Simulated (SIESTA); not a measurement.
**MgO: band structure with BLYP**

**The experiment to reproduce.**

From “Electronic structure of alkaline earth and post-transition metal oxides”, 2009, arxiv:0908.1581, for a bulk crystal of MgO: band gap 7.83 eV.

MgO:

```
Mg O
1.0
     0.00000    2.09700    2.09700
     2.09700    0.00000    2.09700
     2.09700    2.09700    0.00000
Mg O
1 1
Direct
  0.00000 0.00000 0.00000
  0.50000 0.50000 0.50000
```

The cell is a database's computed one.

- Program: SIESTA 5.4.2
- Task: band structure
- Functional: BLYP
- Potentials or basis: PseudoDojo 0.4 standard (PBE files)
- Basis: DZP (energy shift 0.003 Ry; two zetas on semicore shells)
- Grid cutoff: 800 Ry
- Energy shift: 0.003 Ry
- k mesh: 11 × 11 × 11
- Occupations: fermi-dirac, width 0.05 eV
- Spin: no spin polarisation

```json
{"Pressure": "14.3 GPa", "Band gap on the k mesh": "5.00 eV, direct", "Band gap along the path": "5.00 eV, direct"}
```

Levels at the corners of the path, in eV from the valence-band top:
```tsv
point	band 6	band 7	band 8	band 9	band 10	band 11
Γ	0.00	0.00	0.00	5.00	26.09	26.09
X	-4.08	-1.34	-1.34	10.19	13.86	19.29
W	-2.94	-2.94	-1.77	12.48	13.02	13.02
K	-3.48	-2.70	-1.12	11.20	12.54	13.59
Γ	0.00	0.00	0.00	5.00	26.09	26.09
L	-4.63	-0.60	-0.60	8.37	13.27	19.27
U	-3.48	-2.70	-1.12	11.20	12.54	13.59
W	-2.94	-2.94	-1.77	12.48	13.02	13.02
L	-4.63	-0.60	-0.60	8.37	13.27	19.27
K	-3.48	-2.70	-1.12	11.20	12.54	13.59
U	-3.48	-2.70	-1.12	11.20	12.54	13.59
X	-4.08	-1.34	-1.34	10.19	13.86	19.29
```

It took 63 s on 1 thread of Intel(R) Xeon(R) Platinum 8259CL CPU @ 2.50GHz (Skylake/Cascade Lake) (shared host), peak memory 0.27 GiB.

Against the measured gap of MgO, 7.83 eV (quoted in “Electronic structure of alkaline earth and post-transition metal oxides”, 2009, arxiv:0908.1581), the calculated 5.00 eV is off by -2.83 eV. The value is that of BLYP in an atomic basis (PseudoDojo 0.4 standard (PBE files), DZP (energy shift 0.003 Ry; two zetas on semicore shells)), whose error adds to the functional's,, without temperature or zero-point motion. Semilocal functionals fall short of measured gaps as a rule. The cell is a database's relaxed one, not the measured one, which moves gaps too.

Caveat: the potentials were made for another functional, which shifts forces and pressure; the basis of atomic orbitals isn't converged, which shifts pressures, moduli and gaps.
